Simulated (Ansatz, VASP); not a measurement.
## B (linear B chain): VASP beside Ansatz

Aim: how closely do two programs agree when they are given the same cell, functional and k mesh? The structure shown is the end of the Ansatz relaxation below.

Method: plane waves, with VASP 6.6.1 beside it; single point at RPBE, in Ansatz 0.2.0.

### 1. Starting point

The cell holds 1 atom: 1 B. Its edges and angles: a = 7.500 Å, b = 7.500 Å, c = 1.556 Å, α = 90.0°, β = 90.0°, γ = 90.0°. Vacuum lies along a and b. The structure's axis is c.

Coordinates:

```cif
data_structure
_symmetry_space_group_name_H-M 'P 1'
_symmetry_Int_Tables_number 1
_cell_length_a 7.5000
_cell_length_b 7.5000
_cell_length_c 1.5564
_cell_angle_alpha 90.000
_cell_angle_beta 90.000
_cell_angle_gamma 90.000
_cell_volume 87.55
loop_
_atom_site_label
_atom_site_type_symbol
_atom_site_fract_x
_atom_site_fract_y
_atom_site_fract_z
_atom_site_occupancy
B1 B 0.50000 0.50000 0.00000 1
```

### 2. Ansatz: relaxation, RPBE

Ansatz runs on its default PAW (the set named soft_2) files.

This run makes the geometry at which the two programs are then compared.

input.yaml reads:

```yaml
crystal:
  lattice:
    - [7.5, 0.0, 0.0]
    - [0.0, 7.5, 0.0]
    - [0.0, 0.0, 1.5624]
  atoms:
    - { symbol: B, position: [0.5, 0.5, 0.0], spin: 0.3 }
magnetization:
  spin_polarized: true
kpoints:
  mp_grid: { grid: [1, 1, 52] }
scf:
  occupations: { method: fermi_dirac, width: 0.05 }
hamiltonian:
  xc: rpbe
relax:
  cell: { fix: [a, b, alpha, beta, gamma] }
  max_steps: 60
```

On the command line:

```
$ ansatz run input.yaml --threads 4 --pin off --max-ram 8192MiB --backend cpu --events-out ev --progress --plain --runs-dir out
```

Numbers of over 12 decimals in the logs are rounded to 6 here.

The program printed:

```text
Engine: ansatz 0.2.0, x86_64-unknown-linux-gnu
Pseudopotentials: kind: paw
Pseudopotential: B, paw, valence charge 3, recommended cutoff 420 eV (normal), B.paw.azcp
Functional definition: RPBE
  parameter kappa = 0.804
  parameter beta = 0.066725
  exchange = rpbe_x(kappa = kappa, mu = beta*pi^2/3)
  correlation = pbe_c(beta = beta)
Crystal: 1 atoms, lattice volume = 87.885 Å³
Basis set: ecut = 420 eV, 1733 PW (Γ), exchange–correlation on 108×108×24 points (8 copies of the dense FFT grid, shifted against one another)
Bands: 6, of which v1, the nominal top of the filled ones, is band 2 counted from 1 (1 counted from 0)
Symmetry: 16 space group operations
Space group: P4/mmm (ITA 123), of the structure as read, at distance tolerance 4.4e-5 Å
Magnetic group: BNS 123.339 (UNI 999), of the structure as read, at distance tolerance 4.4e-5 Å
k-points: 27 of 52
Non-local potential: B, projectors of the file, l = 0: 2, l = 1: 2, l = 2: 1
PAW form: soft (Blöchl's): semilocal exchange-correlation on the pseudo side does not see the compensation charge
PAW frozen core: B, regenerated for the run's functional, and the local potential with it (the file was generated under x = pbe(κ = 0.804, μ = 0.219515), c = pbe(β = 0.066725))
PAW one-centre angular grid: B, 110 points (default); XC on 64 Gauss nodes
Initial density: superposition of atomic densities (neutral atoms: chi_scale 0, normalization atom)
Starting moments: Σ|m| = 0.3 μB on 1 of 1 site
Initial wavefunctions: pseudopotential atomic-orbital guess
Functional: x = rpbe, c = pbe(β = 0.066725)
SCF iter   1: F=—  HF=-156.131832 eV  |F-HF|=—  |Δ(HF+E_count)|=         —  Δρ=2.32e-2 (↑1.90e-2 ↓2.32e-2)  dr2=1.60e0  dr2_m=8.91e-3  M=0.127 μB ∫|m|=0.127 μB  β_m=0.30  ethr=3.10e-3  ⟨swp⟩=6.4  Hψ=2918  notcnv=0
preconditioner: auto → none  [insulator: Δε(μ)=0.142 eV  Ē_g=14.078 eV  σ=0.050 eV  W_gap=0.61  n_scr=8 (ndim 8)  ℏωp=6.9 eV  f_vac=0.588  D(μ)=0.54/eV (n_scr^D=4)  ε∞_Penn≈1.2]
SCF iter   2: F=—  HF=-155.679491 eV  |F-HF|=—  |Δ(HF+E_count)|=   4.52e-1  Δρ=1.44e-2 (↑1.13e-2 ↓1.44e-2)  dr2=5.18e-1  dr2_m=5.97e-3  M=0.110 μB ∫|m|=0.110 μB  β_m=0.30  ethr=3.10e-3  ⟨swp⟩=2.5  Hψ=1050  notcnv=0  defer=33
preconditioner: auto → LDOS  [metal: Δε(μ)=0.086 eV  Ē_g=13.271 eV  σ=0.050 eV  W_gap=0.41  n_scr=8 (ndim 8)  ℏωp=6.9 eV  f_vac=0.620  D(μ)=0.68/eV (n_scr^D=8)]
spin=Collinear: LDOS preconditioning applied to the charge; magnetization (m = ρ↑ − ρ↓) channel mixes plain (no charge-response kernel on spin).
SCF iter   3: F=—  HF=-155.489520 eV  |F-HF|=—  |Δ(HF+E_count)|=   1.90e-1  Δρ=3.75e-3 (↑3.75e-3 ↓3.04e-3)  dr2=1.63e-2  dr2_m=4.14e-3  M=0.089 μB ∫|m|=0.089 μB  β_m=0.30  ethr=3.10e-3  ⟨swp⟩=2.7  Hψ=633  notcnv=0  defer=33
SCF iter   4: F=—  HF=-155.489606 eV  |F-HF|=—  |Δ(HF+E_count)|=   8.55e-5  Δρ=2.68e-3 (↑2.68e-3 ↓2.54e-3)  dr2=6.01e-3  dr2_m=2.74e-3  M=0.071 μB ∫|m|=0.072 μB  β_m=0.30  ethr=5.44e-4  ⟨swp⟩=2.0  Hψ=596  notcnv=0  defer=33
SCF iter   5: F=—  HF=-155.491584 eV  |F-HF|=—  |Δ(HF+E_count)|=   1.98e-3  Δρ=1.63e-3 (↑1.63e-3 ↓1.51e-3)  dr2=1.73e-4  dr2_m=1.83e-3  M=0.055 μB ∫|m|=0.056 μB  β_m=0.30  ethr=2.00e-4  ⟨swp⟩=2.1  Hψ=495  notcnv=0  defer=33
SCF iter   6: F=—  HF=-155.493380 eV  |F-HF|=—  |Δ(HF+E_count)|=   1.80e-3  Δρ=1.30e-3 (↑1.30e-3 ↓1.28e-3)  dr2=5.49e-5  dr2_m=1.27e-3  M=0.042 μB ∫|m|=0.043 μB  β_m=0.30  ethr=5.75e-6  ⟨swp⟩=2.7  Hψ=481  notcnv=0  defer=33
SCF iter   7: F=—  HF=-155.494750 eV  |F-HF|=—  |Δ(HF+E_count)|=   1.37e-3  Δρ=1.05e-3 (↑1.04e-3 ↓1.05e-3)  dr2=6.89e-7  dr2_m=8.74e-4  M=0.032 μB ∫|m|=0.033 μB  β_m=0.30  ethr=1.83e-6  ⟨swp⟩=2.0  Hψ=605  notcnv=0  defer=33
SCF iter   8: F=—  HF=-155.495515 eV  |F-HF|=—  |Δ(HF+E_count)|=   7.64e-4  Δρ=8.54e-4 (↑8.53e-4 ↓8.54e-4)  dr2=2.22e-7  dr2_m=5.87e-4  M=0.025 μB ∫|m|=0.026 μB  β_m=0.30  ethr=2.30e-8  ⟨swp⟩=3.0  Hψ=462  notcnv=0  defer=33
Mixer restart at iter 8: flushing history
spin-set hold released at iteration 8 (site moments contracting): the magnetisation degrees of freedom join the quasi-Newton model from the next iteration; the mixer history was flushed
SCF iter   9: F=—  HF=-155.496047 eV  |F-HF|=—  |Δ(HF+E_count)|=   5.32e-4  Δρ=6.92e-4 (↑6.92e-4 ↓6.92e-4)  dr2=1.28e-7  dr2_m=3.86e-4  M=0.019 μB ∫|m|=0.020 μB  β_m=0.51  ethr=7.41e-9  ⟨swp⟩=3.1  Hψ=463  notcnv=0  defer=33
SCF iter  10: F=—  HF=-155.497057 eV  |F-HF|=—  |Δ(HF+E_count)|=   1.01e-3  Δρ=1.24e-4 (↑1.24e-4 ↓1.24e-4)  dr2=9.89e-10  dr2_m=1.24e-5  M=0.003 μB ∫|m|=0.004 μB  β_m=0.79  ethr=4.26e-9  ⟨swp⟩=3.8  Hψ=534  notcnv=0  defer=33
SCF iter  11: F=—  HF=-155.497106 eV  |F-HF|=—  |Δ(HF+E_count)|=   4.94e-5  Δρ=2.95e-5 (↑2.94e-5 ↓2.95e-5)  dr2=1.53e-10  dr2_m=6.97e-7  M=0.001 μB ∫|m|=0.001 μB  β_m=0.89  ethr=3.30e-11  ⟨swp⟩=4.1  Hψ=616  notcnv=0  defer=33
[...]
iter 4 did not close the SCF: its close was put off for a magnetic moment that had not settled (scf_convergence_deferred on its scf_iter line)
SCF iter   4: F=-155.497599 eV  HF=-155.497599 eV  |F-HF|=2.43e-10  |Δ(HF+E_count)|=   1.19e-8  Δρ=1.35e-6 (↑1.35e-6 ↓7.91e-7)  dr2=3.18e-9  dr2_m=4.35e-10  M=0.000 μB ∫|m|=0.000 μB  β_m=0.84  ethr=3.33e-9  ⟨swp⟩=4.0  Hψ=744  notcnv=0
iter 5 did not close the SCF: its close was put off for a magnetic moment that had not settled (scf_convergence_deferred on its scf_iter line)
SCF iter   5: F=-155.497599 eV  HF=-155.497599 eV  |F-HF|=1.02e-10  |Δ(HF+E_count)|=  5.53e-10  Δρ=2.55e-7 (↑2.55e-7 ↓2.22e-7)  dr2=1.46e-11  dr2_m=4.22e-11  M=0.000 μB ∫|m|=0.000 μB  β_m=0.92  ethr=1.06e-10  ⟨swp⟩=1.2  Hψ=908  notcnv=0
SCF iter   6: F=-155.497599 eV  HF=-155.497599 eV  |F-HF|=3.24e-12  |Δ(HF+E_count)|=  1.47e-10  Δρ=4.58e-8 (↑4.20e-8 ↓4.58e-8)  dr2=4.21e-13  dr2_m=1.48e-12  M=0.000 μB ∫|m|=0.000 μB  ethr=1.00e-12  ⟨swp⟩=1.0  Hψ=902  notcnv=0
the starting moments were not kept: the SCF closed with an absolute magnetisation of 1.3e-6 μB, where they sum to 0.3 μB in size (1 site). That is at most 0.1 of that sum. Measured as dr2_m measures the in/out step, that magnetisation stands 4.3e-13 eV from none, at or under the dr2_threshold of 1.0e-7 eV: it is no larger than a step whose dr2_m would equal this threshold.
SCF 2 converged in 6 iterations: F = -155.497599 eV  dr2 = 4.21e-13
  greatest PAW one-centre occupation: 0.597 electrons in one spin orbital (limit 2), on the B atom at site 0 (counted from 0), in its partial waves of l = 0
relax step   2: F+E_penalty+E_count = -155.49759943 eV  Δ(F+E_penalty+E_count) = -4.906e-4 eV  max|allowed force component| = 0.000e0 eV/Å  Δτ_max = 0.0000 Å  P = -0.018 GPa  Ω = 87.672 Å³  energy of the carried Pulay correction = +3.269e-5 eV  fix = [a, b, alpha, beta, gamma]  reactions: a +0.066, b +0.066 GPa  (6 SCF iters, dr2 threshold 1.00e-7 eV, accepted)
[...]
relax step   3: F+E_penalty+E_count = -155.49769108 eV  Δ(F+E_penalty+E_count) = -9.166e-5 eV  max|allowed force component| = 0.000e0 eV/Å  Δτ_max = 0.0000 Å  P = +0.045 GPa  Ω = 87.546 Å³  energy of the carried Pulay correction = +5.203e-5 eV  fix = [a, b, alpha, beta, gamma]  reactions: a +0.066, b +0.066 GPa  (6 SCF iters, dr2 threshold 8.65e-8 eV, accepted)
[...]
relax step   4: F+E_penalty+E_count = -155.49764886 eV  Δ(F+E_penalty+E_count) = +4.222e-5 eV  max|allowed force component| = 0.000e0 eV/Å  Δτ_max = 0.0000 Å  P = +0.044 GPa  Ω = 87.546 Å³  fix = [a, b, alpha, beta, gamma]  reactions: a +0.066, b +0.066 GPa  stress off target by 3.11e-4 GPa on what of the cell is left free  SCF on the basis re-selected at this cell (its energy is not comparable with the rows above)  (4 SCF iters)
basis re-selected at this cell: Δ(F+E_penalty+E_count) = +4.222e-5 eV, ΔP = -0.001 GPa vs the last step (what re-selecting the basis moved, of the pressure what is left beyond the Pulay correction that the steps carried, after the strain that the cell walked since its last selection, with what the two solves' SCF thresholds leave and, on support functions, any second-order correction that the steps lacked; it is no measure of the basis error at this ecutwfc). This SCF's stress stands 3.11e-4 GPa from its target on what of the cell is left free (relax.cell.stress_tol is 5.00e-2 GPa) and its largest allowed force component is 0.00e0 eV/Å (relax.f_tol is 1.00e-2 eV/Å): [rest of the remark cut]
SCF converged after 4 iterations
Magnetization: 0.0000 μB (1.5000 up, 1.5000 down)
Absolute magnetization: 0.0000 μB (∫|ρ↑−ρ↓|, with the PAW one-centre terms)
Spin contamination: 0.0000 ħ² per cell (⟨S²⟩ above its minimum at these occupations)
Per-site moments (μB) at R_I (Å): [(1.7486003856130445e-8, 0.642002)]
Free energy (F): -155.497649 eV
Harris-Foulkes:  -155.497649 eV  (|F-HF|=3.69e-13)
Internal energy: -155.494360 eV  (E = F + TS)
E sigma→0 (E₀):  -155.496004 eV
Entropy (-TS):   -0.003289 eV (-3.289 meV/atom)
Fermi energy:    -4.428570 eV
--- Per-component energies (eV) ---
  E_band       = -25.264200
  E_kinetic    = 43.480849
  E_local      = -184.827941  (includes V_loc(G=0)·N_el)
  E_nonlocal   = 13.161499
  E_hartree    = 70.076851
  E_xc         = -29.772685
  E_vxc        = -34.693348  (∫ρ·V_xc dr)
  E_paw        = -79.766585  (= ΣΔE_a)
  E_vpaw       = -2.538988  (= ΣTr[D̂ρ^β])
  E_aug_tail   = -0.000002  (compensation charges beyond the density's cutoff)
  E_ewald      = 12.164228
  E_core_change = -0.010575  (= ΣΔE_core)
  E_smearing   = -0.003289  (= −TS)
  E_closure    = 0.000000  (closes the sum)
  Σ components = -155.497649   (vs F -155.497649, Δ=0.00e0)
--- Forces (eV/Å), atoms counted from 1 ---
  atom   1  B      0.00000000     0.00000000     0.00000000
  max |Σ_I F_I| component: 0.00e0 eV/Å
--- Stress (GPa, compression-positive) ---
        0.065556       0.000000       0.000000
        0.000000       0.065556       0.000000
        0.000000       0.000000       0.000311
  P = ⅓ Tr σ = 0.0438 GPa (0.438 kbar)
--- Relaxed structure (3 steps of the walk, 3 accepted, 1 SCFs on fresh bases) ---
  F+E_penalty+E_count = -155.49764886 eV   max|allowed force component| = 0.000e0 eV/Å   (the final SCF, on the basis selected at the relaxed cell)
  cell:  # Å, volume = 87.5457 Å³
    - [7.5, 0.0, 0.0]
    - [0.0, 7.5, 0.0]
    - [0.0, 0.0, 1.556368]
  atoms:
    - { symbol: B, position: [0.5, 0.5, 0.0] }
```

In the SCF lines HF is the Harris–Foulkes energy and dr2 the Hartree energy of the density residual, in eV; the loop may stop once dr2 is under the threshold and the program's other checks hold. Hψ counts applications of the Hamiltonian.

### 3. VASP: single point, RPBE

The same cell, functional, mesh and smearing now go to VASP, with its own data sets.

Lines of VASP's logs that name or quote its potential files are left out, and so is its time.

INCAR reads:

```
SYSTEM = B
PREC = Accurate
ENCUT = 500
EDIFF = 1E-06
NELM = 200
ISMEAR = -1
SIGMA = 0.05
LREAL = .FALSE.
ALGO = Normal
GGA = RP
NBANDS = 8
ISPIN = 2
MAGMOM = 0
LORBIT = 11
LWAVE = .FALSE.
LCHARG = .FALSE.
ISIF = 2
LASPH = .TRUE.
GGA_COMPAT = .FALSE.
```

POSCAR reads:

```
B
1.0
    7.5000000000      0.0000000000      0.0000000000
    0.0000000000      7.5000000000      0.0000000000
    0.0000000000      0.0000000000      1.5563676152
B
1
Direct
    0.5000000000      0.5000000000      0.0000000000
```

KPOINTS reads:

```
Automatic mesh
0
Gamma
1 1 52
0 0 0
```

The projector-augmented-wave data sets are B (PBE family, release 64).

On the command line:

```
$ mpirun -np 1 vasp_std
```

The program printed:

```text
[banner, memory and clock lines left out]
running    1 mpi-ranks, on    1 nodes
 distrk:  each k-point on    1 cores,    1 groups
 distr:  one band on    1 cores,    1 groups

 POSCAR found type information on POSCAR B
 POSCAR found :  1 types and       1 ions
|                                                                             |
|               ----> ADVICE to this user running VASP <----                  |
|                                                                             |
|     You enforced a specific xc type in the INCAR file but a different       |
|     [... a line on the potential file left out ...]
|     I HOPE YOU KNOW WHAT YOU ARE DOING!                                     |
|                                                                             |

 LDA part: xc-table for (Slater+PW92), standard interpolation
 POSCAR, INCAR and KPOINTS ok, starting setup
 FFT: planning ... GRIDC
 FFT: planning ... GRID_SOFT
 FFT: planning ... GRID
 WAVECAR not read
 entering main loop
       N       E                     dE             d eps       ncg     rms          rms(c)
DAV:   1     0.660599593601E+01    0.66060E+01   -0.10598E+03   864   0.200E+02
DAV:   2    -0.524596464028E+01   -0.11852E+02   -0.98219E+01  1112   0.381E+01
DAV:   3    -0.556807130593E+01   -0.32211E+00   -0.32075E+00  1192   0.892E+00
DAV:   4    -0.556919351360E+01   -0.11222E-02   -0.11220E-02  1312   0.536E-01
DAV:   5    -0.556919463762E+01   -0.11240E-05   -0.11242E-05  1176   0.125E-02    0.429E+00
DAV:   6    -0.509243686433E+01    0.47676E+00   -0.45157E-01  1040   0.242E+00    0.237E+00
DAV:   7    -0.489089797936E+01    0.20154E+00   -0.71219E-01  1088   0.290E+00    0.339E-01
DAV:   8    -0.488759031464E+01    0.33077E-02   -0.76542E-03   928   0.550E-01    0.947E-02
DAV:   9    -0.488663127392E+01    0.95904E-03   -0.24443E-03   968   0.172E-01    0.535E-02
DAV:  10    -0.488694343059E+01   -0.31216E-03   -0.74804E-04   864   0.127E-01    0.177E-02
DAV:  11    -0.488709692359E+01   -0.15349E-03   -0.44490E-05   952   0.370E-02    0.119E-02
DAV:  12    -0.488733181410E+01   -0.23489E-03   -0.27649E-05   992   0.268E-02    0.277E-03
DAV:  13    -0.488736847938E+01   -0.36665E-04   -0.27857E-06   960   0.938E-03    0.184E-03
DAV:  14    -0.488740686509E+01   -0.38386E-04   -0.62459E-06   936   0.101E-02    0.116E-03
DAV:  15    -0.488740728119E+01   -0.41610E-06   -0.35784E-07  1072   0.395E-03
   1 F= -.48874073E+01 E0= -.48857610E+01  d E =-.329262E-02  mag=    -0.0000
```

Parts of OUTCAR (step 3):

```text
ion  position               nearest neighbor table
   1  0.500  0.500  0.000-

  LATTYP: Found a simple tetragonal cell.
 ALAT       =     7.5000000000
 C/A-ratio  =     0.2075156820

 Subroutine GETGRP returns: Found 16 space group operations
 (whereof 16 operations were pure point group operations)

The static configuration has the point symmetry D_4h.

 Found     27 irreducible k-points:

   k-points           NKPTS =     27   k-points in BZ     NKDIM =     27   number of bands    NBANDS=      8

   dimension x,y,z NGX =    56 NGY =   56 NGZ =   12
   dimension x,y,z NGXF=   112 NGYF=  112 NGZF=   24

   ENCUT  =  500.0 eV  36.75 Ry    6.06 a.u.  13.67 13.67  2.84*2*pi/ulx,y,z

   NELECT =       3.0000    total number of electrons

 k-points in reciprocal lattice and weights: Automatic mesh
   0.00000000  0.00000000  0.00000000       0.019
   0.00000000  0.00000000  0.01923077       0.038
   0.00000000  0.00000000  0.03846154       0.038
   0.00000000  0.00000000  0.05769231       0.038
   0.00000000  0.00000000  0.07692308       0.038
   0.00000000  0.00000000  0.09615385       0.038
   0.00000000  0.00000000  0.11538462       0.038
   0.00000000  0.00000000  0.13461538       0.038
   0.00000000  0.00000000  0.15384615       0.038
[...]
0.00000000  0.00000000  0.48076923       0.038
   0.00000000  0.00000000  0.50000000       0.019

 average (electrostatic) potential at core
       1 -36.3268

 E-fermi :  -4.6915

 spin component 1
 k-point     1 :       0.0000    0.0000    0.0000
  band No.  band energies     occupation
      1     -12.8898      1.00000
      2      -5.6267      1.00000
      3      -5.6267      1.00000
      4      -0.1736      0.00000
      5       1.6730      0.00000
      6       2.6753      0.00000
      7       2.6753      0.00000
      8       3.3322      0.00000

 k-point     2 :       0.0000    0.0000    0.0192
  band No.  band energies     occupation
      1     -12.8756      1.00000
      2      -5.6047      1.00000
      3      -5.6047      1.00000
      4      -0.1517      0.00000
      5       1.6960      0.00000
      6       2.6981      0.00000
      7       2.6981      0.00000
      8       3.3551      0.00000

 k-point     3 :       0.0000    0.0000    0.0385
  band No.  band energies     occupation
      1     -12.8329      1.00000
      2      -5.5386      1.00000
      3      -5.5386      1.00000
      4      -0.0859      0.00000
      5       1.7649      0.00000
      6       2.7663      0.00000
      7       2.7663      0.00000
      8       3.4240      0.00000

 k-point     4 :       0.0000    0.0000    0.0577
  band No.  band energies     occupation
      1     -12.7620      1.00000
      2      -5.4284      1.00000
      3      -5.4284      1.00000
      4       0.0237      0.00000
      5       1.8797      0.00000
      6       2.8801      0.00000
      7       2.8801      0.00000
      8       3.5388      0.00000

 k-point     5 :       0.0000    0.0000    0.0769
  band No.  band energies     occupation
      1     -12.6632      1.00000
      2      -5.2742      0.99999
      3      -5.2742      0.99999
      4       0.1769      0.00000
      5       2.0404      0.00000
      6       3.0394      0.00000
      7       3.0394      0.00000
      8       3.6996      0.00000

 k-point     6 :       0.0000    0.0000    0.0962
  band No.  band energies     occupation
      1     -12.5369      1.00000
      2      -5.0762      0.99954
      3      -5.0762      0.99954
      4       0.3736      0.00000
      5       2.2471      0.00000
      6       3.2441      0.00000
      7       3.2441      0.00000
      8       3.9062      0.00000

  Total        0.0319898      0.0319898     -0.0110491      0.0000000      0.0000000     -0.0000000
  in kB        0.5854471      0.5854471     -0.2022092      0.0000000      0.0000000     -0.0000000
  external PRESSURE =       0.3228950 kB  Pullay stress =       0.0000000 kB

  energy-cutoff  :      500.00
  volume of cell :       87.55
      direct lattice vectors                 reciprocal lattice vectors
     7.500000000  0.000000000  0.000000000     0.133333333  0.000000000  0.000000000
     0.000000000  7.500000000  0.000000000     0.000000000  0.133333333  0.000000000
     0.000000000  0.000000000  1.556367615     0.000000000  0.000000000  0.642521722

 POSITION                                       TOTAL-FORCE (eV/Angst)
 -----------------------------------------------------------------------------------
      3.75000      3.75000      0.00000         0.000000      0.000000      0.000000
 -----------------------------------------------------------------------------------
    total drift:                                0.000000      0.000000     -0.000000

  FREE ENERGIE OF THE ION-ELECTRON SYSTEM (eV)
  ---------------------------------------------------
  free  energy   TOTEN  =        -4.8874072812 eV

  energy  without entropy=       -4.8841146643  energy(sigma->0) =       -4.88576097

 total charge
# of ion       s       p       d       tot
------------------------------------------
    1        0.800   1.116   0.000   1.915

 magnetization (x)
# of ion       s       p       d       tot
------------------------------------------
    1        0.000  -0.000   0.000   0.000

[... 6 further parts left out ...]
```

### 4. Comparison

Known differences besides the potentials themselves: the cutoff is 420 eV in Ansatz and 500 eV in VASP; Ansatz makes its cores anew for this functional, VASP keeps those of its PBE data sets; Ansatz's pressure holds a Pulay correction, VASP's none. Total energies have different zeros and are not compared.

The two programs side by side:

```csv
quantity,Ansatz,VASP,difference
pressure (GPa),0.04,0.03,+0.01
```

### 5. Outcome

```json
{
 "difference in pressure (single point, RPBE)": "0.012 GPa"
}
```

**Reading.** The difference in pressure is 0.012 GPa (single point, RPBE), within the 1 GPa picked in this series as the mark of a large difference. How closely two codes agree says nothing of how well the functional describes the real material.

[Lines on the potential files, build, host, timing and source positions are cut from VASP's logs without a mark.]

[Logs are printed without paths, hosts, clocks, repeated set-up lines and the standing remarks that a program may print on its own settings, such as how far it seeks lower states.]

[Hosts, paths, dates, database ids (printed as entryN), source tags and the programs' standing remarks are cut or masked in the printed files.]
